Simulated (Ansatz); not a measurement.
SiO2:

```
Si O
1.0
     4.97559    0.00000    0.00000
     0.00000    4.97559    0.00000
     0.00000    0.00000    6.90089
Si O
4 8
Direct
  0.80325 0.80325 0.50000
  0.69675 0.30325 0.25000
  0.30325 0.69675 0.75000
  0.19675 0.19675 0.00000
  0.76176 0.11039 0.43204
  0.88961 0.23824 0.06796
  0.11039 0.76176 0.56796
  0.26176 0.38961 0.81796
  0.23824 0.88961 0.93204
  0.73824 0.61039 0.31796
  0.38961 0.26176 0.18204
  0.61039 0.73824 0.68204
```

The cell comes from a database or a generator and needn't be the stable form of this composition.

* Program: Ansatz 0.2.0
* Task: relaxation of cell and atoms
* Functional: PBE
* Potentials or basis: Ansatz PAW
* Cutoff: 420 eV (not typed: the program's choice for these potentials)
* k mesh: 6 × 6 × 4
* Occupations: fermi-dirac, width 0.05 eV
* Spin: no spin polarisation

At the start: volume 14.24 Å³/atom.

Where does the relaxation end?

It ends after 12 steps and the volume is 15.28 Å³/atom (+7.4 %); space group P4_32_12 (No. 96, to 0.05 Å).

Step by step:
| step | energy change (eV) | largest force (eV/Å) | volume (Å³) |
| --- | --- | --- | --- |
| 1 | 0.0000 | 0.2777 | 170.84 |
| 2 | -0.0440 | 0.1277 | 173.85 |
| 3 | -0.0534 | 0.0332 | 177.47 |
| 4 | -0.0523 | 0.0121 | 178.33 |
| 5 | -0.0500 | 0.0015 | 179.23 |
| 6 | -0.0865 | 0.0015 | 179.23 |
| 7 | -0.0813 | 0.0049 | 181.98 |
| 8 | -0.0786 | 0.0118 | 182.74 |
| 9 | -0.0782 | 0.0006 | 182.96 |
| 10 | -0.0917 | 0.0006 | 182.96 |
| 11 | -0.0904 | 0.0006 | 183.40 |
| 12 | -0.0915 | 0.0006 | 183.40 |

Final structure:
```
CELL_PARAMETERS angstrom
5.08310 0.00000 0.00000
0.00000 5.08310 0.00000
0.00000 0.00000 7.09821
ATOMIC_POSITIONS crystal
Si 0.79396 0.79396 0.50000
Si 0.70604 0.29396 0.25000
Si 0.29396 0.70604 0.75000
Si 0.20604 0.20604 0.00000
O 0.75886 0.09367 0.42433
O 0.90633 0.24114 0.07567
O 0.09367 0.75886 0.57567
O 0.25886 0.40633 0.82567
O 0.24114 0.90633 0.92433
O 0.74114 0.59367 0.32567
O 0.40633 0.25886 0.17433
O 0.59367 0.74114 0.67433
```

Caveat: the plane-wave basis is chosen anew once the cell has moved, so the energies of steps on either side of that aren't comparable; the pressure holds a Pulay correction of +0.5 GPa for the finite cutoff.
